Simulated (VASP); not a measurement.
# CdTe (F-43m) in VASP: notebook

The runs below take CdTe through single point, with PBEsol, PBEsol+D4, LDA.

Everything below comes from runs of VASP 6.6.1. Logs are shortened: lines on timing, memory, paths and dates and some standing lists are left out, and cuts for length are marked.

**What was measured.**

From a printed reference work, data compilation, for a bulk crystal of CdTe at 0 K: band gap 1.607 eV.

How close the calculation comes is told below.

## Step 1: The cell of the first run

Symmetry: F-43m, No. 216, cubic system. Conventional cell: a = 6.560 Å, b = 6.560 Å, c = 6.560 Å, α = 90.00°, β = 90.00°, γ = 90.00°. Cd (site symmetry -43m) has 4 Te at 2.84 Å within 3.7 Å. Te (site symmetry -43m) has 4 Cd at 2.84 Å within 3.7 Å.

## Step 2: Single point, PBEsol

Input file INCAR:

```
SYSTEM = CdTe
ALGO = Normal
EDIFF = 1E-6
ENCUT = 500
GGA = PS
GGA_COMPAT = .FALSE.
ISIF = 2
ISMEAR = 0
LASPH = .TRUE.
LCHARG = .TRUE.
LELF = .TRUE.
LREAL = .FALSE.
LVHAR = .TRUE.
LWAVE = .FALSE.
NBANDS = 16
NELM = 120
PREC = Accurate
SIGMA = 0.01
```

Input file KPOINTS:

```
k-points
0
G
  3 3 3
  0 0 0
```

Input file POSCAR:

```
CdTe
1.0
    0.0000000000      3.2799012430      3.2799012430
    3.2799012430      0.0000000000      3.2799012430
    3.2799012430      3.2799012430      0.0000000000
Cd Te
1 1
Direct
    0.0000000000      0.0000000000      0.0000000000
    0.2500000000      0.2500000000      0.2500000000
```

Potentials or basis: VASP PAW PBE potentials, release 64 (Cd, Te).

Command:

```console
$ cat potpaw_PBE.64/Cd/POTCAR potpaw_PBE.64/Te/POTCAR > POTCAR
$ mpirun -np 1 vasp_std > vasp.out
```

OUTCAR:

```text
SYSTEM = CdTe
   EDIFF = 1E-6
   ENCUT = 500
   GGA = PS
   ISIF = 2
   ISMEAR = 0
   LASPH = .TRUE.
   LREAL = .FALSE.
   NELM = 120
   PREC = Accurate

 ion  position               nearest neighbor table
   1  0.000  0.000  0.000-   2 2.84   2 2.84   2 2.84   2 2.84
   2  0.250  0.250  0.250-   1 2.84   1 2.84   1 2.84   1 2.84

  LATTYP: Found a face centered cubic cell.
 ALAT       =     6.5598024860

  Lattice vectors:

 A1 = (   0.0000000000,   3.2799012430,   3.2799012430)
 A2 = (   3.2799012430,   0.0000000000,   3.2799012430)
 A3 = (   3.2799012430,   3.2799012430,   0.0000000000)

Analysis of symmetry for initial positions (statically):
=====================================================================
 Subroutine PRICEL returns:
 Original cell was already a primitive cell.

 Routine SETGRP: Setting up the symmetry group for a
 face centered cubic supercell.

 Subroutine GETGRP returns: Found 24 space group operations
 (whereof 24 operations were pure point group operations)
 out of a pool of 48 trial point group operations.

The static configuration has the point symmetry T_d .

Analysis of symmetry for dynamics (positions and initial velocities):
=====================================================================
 Subroutine PRICEL returns:
 Original cell was already a primitive cell.

 Routine SETGRP: Setting up the symmetry group for a
 face centered cubic supercell.

 Subroutine GETGRP returns: Found 24 space group operations
 (whereof 24 operations were pure point group operations)
 out of a pool of 48 trial point group operations.

The dynamic configuration has the point symmetry T_d .

 Subroutine INISYM returns: Found 24 space group operations
 (whereof 24 operations are pure point group operations),
 and found     1 'primitive' translations

----------------------------------------------------------------------------------------

                                     Primitive cell

  volume of cell :      70.5687

  direct lattice vectors                    reciprocal lattice vectors
     0.000000000  3.279901243  3.279901243    -0.152443614  0.152443614  0.152443614
     3.279901243  0.000000000  3.279901243     0.152443614 -0.152443614  0.152443614
     3.279901243  3.279901243  0.000000000     0.152443614  0.152443614 -0.152443614

  length of vectors
     4.638480821  4.638480821  4.638480821     0.264040085  0.264040085  0.264040085

  position of ions in fractional coordinates (direct lattice)
     0.000000000  0.000000000  0.000000000
     0.250000000  0.250000000  0.250000000

  ion indices of the primitive-cell ions
   primitive index   ion index
                 1           1
                 2           2

----------------------------------------------------------------------------------------

 KPOINTS: k-points

Automatic generation of k-mesh.
 Grid dimensions read from file:
 generate k-points for:    3    3    3

 Generating k-lattice:

  Cartesian coordinates                     Fractional coordinates (reciprocal lattice)
    -0.050814538  0.050814538  0.050814538     0.333333333  0.000000000  0.000000000
     0.050814538 -0.050814538  0.050814538     0.000000000  0.333333333  0.000000000
     0.050814538  0.050814538 -0.050814538     0.000000000  0.000000000  0.333333333

  Length of vectors
     0.088013362  0.088013362  0.088013362

  Shift w.r.t. Gamma in fractional coordinates (k-lattice)
     0.000000000  0.000000000  0.000000000

 Subroutine IBZKPT returns following result:
 ===========================================

 Found      4 irreducible k-points:

 Following reciprocal coordinates:
            Coordinates               Weight
  0.000000  0.000000  0.000000      1.000000
  0.333333  0.000000  0.000000      8.000000
  0.333333  0.333333  0.000000      6.000000
 -0.333333  0.333333  0.000000     12.000000
   k-points           NKPTS =      4   k-points in BZ     NKDIM =      4   number of bands    NBANDS=     16
   number of dos      NEDOS =    301   number of ions     NIONS =      2
   total plane-waves  NPLWV =  46656
   dimension x,y,z NGX =    36 NGY =   36 NGZ =   36
   dimension x,y,z NGXF=    72 NGYF=   72 NGZF=   72
   ions per type =               1   1
   NGX,Y,Z   is equivalent  to a cutoff of  12.90, 12.90, 12.90 a.u.
   NGXF,Y,Z  is equivalent  to a cutoff of  25.81, 25.81, 25.81 a.u.
 SYSTEM =  CdTe
   PREC   = accura    normal or accurate (medium, high low for compatibility)
   ISTART =      0    job   : 0-new  1-cont  2-samecut
   ICHARG =      2    charge: 1-file 2-atom 10-const
   ISPIN  =      1    spin polarized calculation?
   LNONCOLLINEAR =      F non collinear calculations
   LSORBIT =      F    spin-orbit coupling
   LASPH  =      T    aspherical Exc in radial PAW
   ENCUT  =  500.0 eV  36.75 Ry    6.06 a.u.   8.46  8.46  8.46*2*pi/ulx,y,z
   NELM   =    120;   NELMIN=  2; NELMDL= -5     # of ELM steps
   EDIFF  = 0.1E-05   stopping-criterion for ELM
   LREAL  =      F    real-space projection
   EDIFFG = 0.1E-04   stopping-criterion for IOM
   NSW    =      0    number of steps for IOM
   IBRION =     -1    ionic relax: 0-MD 1-quasi-New 2-CG
   NFREE  =      0    steps in history (QN), initial steepest desc. (CG)
   ISIF   =      2    stress and relaxation
   ISYM   =      2    0-nonsym 1-usesym 2-fastsym
   POTIM  = 0.5000    time-step for ionic-motion
   TEBEG  =    0.0;   TEEND  =   0.0 temperature during run
   PSTRESS=    0.0 pullay stress
   NELECT =      18.0000    total number of electrons
   NUPDOWN=      -1.0000    fix difference up-down
   EMIN   =  10.00;   EMAX   =-10.00  energy-range for DOS
   EFERMI =   0.00;   METHOD = LEGACY
   ISMEAR =     0;   SIGMA  =   0.01  broadening in eV -4-tet -1-fermi 0-gaus
   EFERMI_NEDOS =   21; number of points for ismear=-14 and -15
   IALGO  =     38    algorithm
   IMIX   =      4    mixing-type and parameters
     AMIX     =   0.40;   BMIX     =  1.00
     AMIX_MAG =   1.60;   BMIX_MAG =  1.00
  volume/ion in A,a.u.               =      35.28       238.11
  Fermi-wavevector in a.u.,A,eV,Ry     =   1.038233  1.961976 14.666102  1.077928
  Thomas-Fermi vector in A             =   2.172708
   LORBIT       =      0    0 simple, 1 ext, 2 COOP (PROOUT), +10 PAW based schemes
   GGA     = PS    functional components
   LHFCALC =     F    Hartree Fock is set to
   AEXX    =    0.0000 exact exchange contribution
   IVDW    =     0    specifies the selected vdW correction
   LEPSILON=     F    determine dielectric tensor
   LRPA    =     F    only Hartree local field effects (RPA)
 non-spin polarized calculation
 Gauss-broadening in eV      SIGMA  =   0.01
  energy-cutoff  :      500.00
  volume of cell :       70.57
 maximum number of plane-waves:      1820
 NGX is ok and might be reduce to    36
   NGX = 17   NGY = 17   NGZ = 17

 number of electron      18.0000006 magnetization

 Free energy of the ion-electron system (eV)
  ---------------------------------------------------
  ext. energy  EPLUGINS =         0.00000000
  ---------------------------------------------------
  free energy    TOTEN  =        -5.23272420 eV

  energy without entropy =       -5.23272420  energy(sigma->0) =       -5.23272420

 E-fermi :   2.0468     XC(G=0):  -8.5772

 val. band max:        1.9754979847   @ k =   0.0000   0.0000   0.0000
 cond. band min:       2.4878296361   @ k =   0.0000   0.0000   0.0000
 fundamental gap:      0.5123316514
 Fermi energy:         2.0468004157

 k-point     1 :       0.0000    0.0000    0.0000
  band No.  band energies     occupation
      1      -9.0196      2.00000
      2      -6.2589      2.00000
      3      -6.2589      2.00000
      4      -6.2589      2.00000
      5      -6.0275      2.00000
      6      -6.0275      2.00000
      7       1.9755      2.00000
      8       1.9755      2.00000
      9       1.9755      2.00000
     10       2.4878      0.00000
     11       6.4808      0.00000
     12       6.4808      0.00000
     13       6.4808      0.00000
     14       9.2014      0.00000
     15      11.2081      0.00000
     16      11.2081      0.00000

 k-point     2 :       0.3333    0.0000    0.0000
  band No.  band energies     occupation
      1      -8.7393      2.00000
      2      -6.2135      2.00000
      3      -6.2135      2.00000
      4      -6.0246      2.00000
      5      -6.0246      2.00000
      6      -5.9190      2.00000
      7      -1.5411      2.00000
      8       1.3941      2.00000
      9       1.3941      2.00000
     10       3.7294      0.00000
     11       7.0899      0.00000
     12       7.0899      0.00000
     13       8.0215      0.00000
     14       9.8665      0.00000
     15      10.7162      0.00000
     16      10.7162      0.00000

 k-point     3 :       0.3333    0.3333    0.0000
  band No.  band energies     occupation
      1      -8.6511      2.00000
      2      -6.1522      2.00000
      3      -6.1522      2.00000
      4      -6.1046      2.00000
      5      -6.0065      2.00000
      6      -5.8358      2.00000
      7      -1.4675      2.00000
      8       0.5438      2.00000
      9       0.5438      2.00000
     10       4.6098      0.00000
     11       4.9996      0.00000
     12       9.1089      0.00000
     13       9.2826      0.00000
     14       9.2826      0.00000
     15      12.1209      0.00000
     16      13.6206      0.00000

 k-point     4 :      -0.3333    0.3333    0.0000
  band No.  band energies     occupation
      1      -8.5648      2.00000
      2      -6.1683      2.00000
      3      -6.1505      2.00000
      4      -6.0512      2.00000
      5      -6.0227      2.00000
      6      -5.5529      2.00000
      7      -2.0779      2.00000
      8      -0.5346      2.00000
      9       0.7122      2.00000
     10       4.8935      0.00000
     11       6.9264      0.00000
     12       8.6597      0.00000
     13       8.7672      0.00000
     14       9.2761      0.00000
     15      10.8361      0.00000
     16      13.9119      0.00000

------------------------ aborting loop because EDIFF is reached ----------------------------------------

  FORCE on cell =-STRESS in cart. coord.  units (eV):
  Direction    XX          YY          ZZ          XY          YZ          ZX
  --------------------------------------------------------------------------------------
  -------------------------------------------------------------------------------------
  Total       -0.1290383     -0.1290383     -0.1290383      0.0000000      0.0000000      0.0000000
  in kB       -2.9296577     -2.9296577     -2.9296577      0.0000000      0.0000000      0.0000000
  external PRESSURE =      -2.9296577 kB  Pullay stress =       0.0000000 kB

 VOLUME and BASIS-vectors are now :
 -----------------------------------------------------------------------------
  energy-cutoff  :      500.00
  volume of cell :       70.57
      direct lattice vectors                 reciprocal lattice vectors
     0.000000000  3.279901243  3.279901243    -0.152443614  0.152443614  0.152443614
     3.279901243  0.000000000  3.279901243     0.152443614 -0.152443614  0.152443614
     3.279901243  3.279901243  0.000000000     0.152443614  0.152443614 -0.152443614

 POSITION                                       TOTAL-FORCE (eV/Angst)
 -----------------------------------------------------------------------------------
      0.00000      0.00000      0.00000         0.000000      0.000000      0.000000
      1.63995      1.63995      1.63995        -0.000000     -0.000000     -0.000000
 -----------------------------------------------------------------------------------
    total drift:                                0.000000      0.000000      0.000000

  FREE ENERGIE OF THE ION-ELECTRON SYSTEM (eV)
  ---------------------------------------------------
  free  energy   TOTEN  =        -5.2327241958 eV

  energy  without entropy=       -5.2327241958  energy(sigma->0) =       -5.23272420
```

It took 8.4 s on 1 thread of Intel Xeon Platinum 8259CL at 2.50GHz (Skylake/Cascade Lake), shared host; peak memory 0.19 GiB.

What came out:

```
Free energy            : -5.2327 eV
Pressure               : -0.3 GPa
Band gap on the k mesh : 0.51 eV, direct
```

Caveat: the k points lie up to 0.55 Å⁻¹ apart; the PAW data sets were made with another functional, which shifts forces and pressure a little; spin-orbit coupling is left out, which moves the levels of the heavy elements.

## Step 3: Single point, PBEsol

Input file INCAR:

```
ALGO = Normal
EDIFF = 1E-6
ENCUT = 500
GGA = PS
GGA_COMPAT = False
ISIF = 2
ISMEAR = 0
LASPH = True
LCHARG = False
LREAL = False
LWAVE = False
NBANDS = 16
NELM = 120
PREC = Accurate
SIGMA = 0.01
```

Input file KPOINTS:

```
k-points
0
Gamma
  4 4 4
```

POSCAR is that of step 2.

Potentials or basis: VASP PAW PBE potentials, release 64 (Cd, Te).

Command:

```console
$ cat potpaw_PBE.64/Cd/POTCAR potpaw_PBE.64/Te/POTCAR > POTCAR
$ mpirun -np 1 vasp_std > vasp.out
```

OUTCAR:

```text
EDIFF = 1E-6
   ENCUT = 500
   GGA = PS
   ISIF = 2
   ISMEAR = 0
   LASPH = True
   LREAL = False
   NELM = 120
   PREC = Accurate

 ion  position               nearest neighbor table
   1  0.000  0.000  0.000-   2 2.84   2 2.84   2 2.84   2 2.84
   2  0.250  0.250  0.250-   1 2.84   1 2.84   1 2.84   1 2.84

  LATTYP: Found a face centered cubic cell.
 ALAT       =     6.5598024860

  Lattice vectors:

 A1 = (   0.0000000000,   3.2799012430,   3.2799012430)
 A2 = (   3.2799012430,   0.0000000000,   3.2799012430)
 A3 = (   3.2799012430,   3.2799012430,   0.0000000000)

Analysis of symmetry for initial positions (statically):
=====================================================================
 Subroutine PRICEL returns:
 Original cell was already a primitive cell.

 Routine SETGRP: Setting up the symmetry group for a
 face centered cubic supercell.

 Subroutine GETGRP returns: Found 24 space group operations
 (whereof 24 operations were pure point group operations)
 out of a pool of 48 trial point group operations.

The static configuration has the point symmetry T_d .

[... 142 lines left out ...]
  energy without entropy =       -5.41946728  energy(sigma->0) =       -5.41946728

 E-fermi :   1.9659     XC(G=0):  -8.6075

 val. band max:        1.9180312967   @ k =   0.0000   0.0000   0.0000
 cond. band min:       2.4587648061   @ k =   0.0000   0.0000   0.0000
 fundamental gap:      0.5407335094
 Fermi energy:         1.9659311395

 k-point     1 :       0.0000    0.0000    0.0000
  band No.  band energies     occupation
      1      -9.0874      2.00000
      2      -6.2507      2.00000
      3      -6.2507      2.00000
      4      -6.2507      2.00000
      5      -6.0144      2.00000
      6      -6.0144      2.00000
[... 129 lines left out ...]
      3      -6.1335      2.00000
      4      -6.0410      2.00000
      5      -6.0133      2.00000
      6      -5.4924      2.00000
[... 8 lines left out ...]
     15      12.8317      0.00000
     16      12.9790      0.00000

------------------------ aborting loop because EDIFF is reached ----------------------------------------

  FORCE on cell =-STRESS in cart. coord.  units (eV):
  Direction    XX          YY          ZZ          XY          YZ          ZX
  --------------------------------------------------------------------------------------
  -------------------------------------------------------------------------------------
  Total       -0.3894440     -0.3894440     -0.3894440      0.0000000     -0.0000000      0.0000000
  in kB       -8.8418532     -8.8418532     -8.8418532      0.0000000     -0.0000000      0.0000000
  external PRESSURE =      -8.8418532 kB  Pullay stress =       0.0000000 kB

 VOLUME and BASIS-vectors are now :
 -----------------------------------------------------------------------------
  energy-cutoff  :      500.00
  volume of cell :       70.57
      direct lattice vectors                 reciprocal lattice vectors
     0.000000000  3.279901243  3.279901243    -0.152443614  0.152443614  0.152443614
     3.279901243  0.000000000  3.279901243     0.152443614 -0.152443614  0.152443614
     3.279901243  3.279901243  0.000000000     0.152443614  0.152443614 -0.152443614

 POSITION                                       TOTAL-FORCE (eV/Angst)
 -----------------------------------------------------------------------------------
      0.00000      0.00000      0.00000        -0.000000      0.000000      0.000000
      1.63995      1.63995      1.63995         0.000000     -0.000000     -0.000000
 -----------------------------------------------------------------------------------
    total drift:                                0.000000      0.000000      0.000000

  FREE ENERGIE OF THE ION-ELECTRON SYSTEM (eV)
  ---------------------------------------------------
  free  energy   TOTEN  =        -5.4194672779 eV

  energy  without entropy=       -5.4194672779  energy(sigma->0) =       -5.41946728
```

OSZICAR:

```text
N       E                     dE             d eps       ncg     rms          rms(c)
DAV:   1     0.956206674295E+02    0.95621E+02   -0.83279E+03   256   0.957E+02
DAV:   2    -0.229477041847E+01   -0.97915E+02   -0.93047E+02   312   0.233E+02
DAV:   3    -0.565955883003E+01   -0.33648E+01   -0.33614E+01   304   0.440E+01
DAV:   4    -0.569147217128E+01   -0.31913E-01   -0.31912E-01   392   0.384E+00
DAV:   5    -0.569155113683E+01   -0.78966E-04   -0.78965E-04   304   0.177E-01    0.497E+00
DAV:   6    -0.543974071588E+01    0.25181E+00   -0.45488E-01   304   0.815E+00    0.421E+00
DAV:   7    -0.542014277130E+01    0.19598E-01   -0.10398E-01   296   0.209E+00    0.177E+00
DAV:   8    -0.541935424250E+01    0.78853E-03   -0.10271E-02   288   0.113E+00    0.461E-01
DAV:   9    -0.541939060760E+01   -0.36365E-04   -0.78505E-04   296   0.290E-01    0.103E-01
DAV:  10    -0.541943718489E+01   -0.46577E-04   -0.11262E-04   288   0.950E-02    0.505E-02
DAV:  11    -0.541946897634E+01   -0.31791E-04   -0.52129E-05   288   0.388E-02    0.315E-02
DAV:  12    -0.541946734379E+01    0.16325E-05   -0.38685E-06   336   0.131E-02    0.175E-02
DAV:  13    -0.541946727792E+01    0.65869E-07   -0.43355E-07   240   0.335E-03
   1 F= -.54194673E+01 E0= -.54194673E+01  d E =-.287021E-13
```

stdout:

```text
POSCAR found type information on POSCAR CdTe
 POSCAR found :  2 types and       2 ions
 scaLAPACK will be used
 -----------------------------------------------------------------------------
|                                                                             |
|                                                                             |
|     You enforced a specific xc type in the INCAR file but a different       |
|     I HOPE YOU KNOW WHAT YOU ARE DOING!                                     |
|                                                                             |
 -----------------------------------------------------------------------------

 LDA part: xc-table for (Slater+PW92), standard interpolation
 POSCAR, INCAR and KPOINTS ok, starting setup
 FFT: planning ... GRIDC
 FFT: planning ... GRID_SOFT
 FFT: planning ... GRID
 WAVECAR not read
 entering main loop
```

It took 10 s on 1 thread of Intel Xeon Platinum 8259CL at 2.50GHz (Skylake/Cascade Lake), shared host; peak memory 0.2 GiB.

What came out:

- Free energy: -5.4195 eV
- Pressure: -0.9 GPa
- Band gap on the k mesh: 0.54 eV, direct

Caveat: the PAW data sets were made with another functional, which shifts forces and pressure a little; spin-orbit coupling is left out, which moves the levels of the heavy elements.

[end of part 1 of 3]
